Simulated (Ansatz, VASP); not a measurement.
## One calculation of Mo, two programs

File INCAR:

```
ALGO = Normal
EDIFF = 1E-6
ENCUT = 520
GGA = PE
ISIF = 2
ISMEAR = 0
LASPH = T
LCHARG = F
LREAL = F
LWAVE = F
NBANDS = 13
NELM = 100
PREC = Accurate
SIGMA = 0.018000000000000002
```

The input KPOINTS:

```
k-points
0
Gamma
  12 12 12
```

File POSCAR:

```
Mo
1.0
   -1.5838089719      1.5838089719      1.5838089719
    1.5838089719     -1.5838089719      1.5838089719
    1.5838089719      1.5838089719     -1.5838089719
Mo
1
Direct
    0.0000000000      0.0000000000      0.0000000000
```

The input input.yaml:

```yaml
crystal:
  lattice:
    - [-1.5838089719, 1.5838089719, 1.5838089719]
    - [1.5838089719, -1.5838089719, 1.5838089719]
    - [1.5838089719, 1.5838089719, -1.5838089719]
  atoms:
    - { symbol: Mo, position: [0.0, 0.0, 0.0] }
kpoints:
  mp_grid: { grid: [12, 12, 12] }
scf:
  occupations: { method: gaussian, width: 0.018 }
hamiltonian:
  xc: pbe
  pseudopotentials: { kind: all_electron, lapw: { basis_error: 0.001 } }
output:
  forces: true
  stress: true
  eigenvalues: true
```

Alike in both runs: task single point; functional PBE; k mesh 12 × 12 × 12; occupations gaussian, width 0.018 eV; no spin polarisation.

|  | VASP | Ansatz |
| --- | --- | --- |
| version | VASP 6.6.1 | Ansatz 0.2.0 |
| potentials or method | VASP PAW PBE potentials, release 64 (Mo_sv) | all-electron LAPW, scalar-relativistic |
| plane-wave cutoff (eV) | 520 | see its input |

```tsv
	VASP	Ansatz	Ansatz less VASP
gap on the k mesh at the Fermi level (eV)	none	none	-
pressure (GPa)	-1.4	-1.9	-0.52
```

A gap of «none» marks a metal or a gap that the smearing closes. Ansatz ran all-electron here, so the differences hold the error of VASP's frozen core and of both bases.
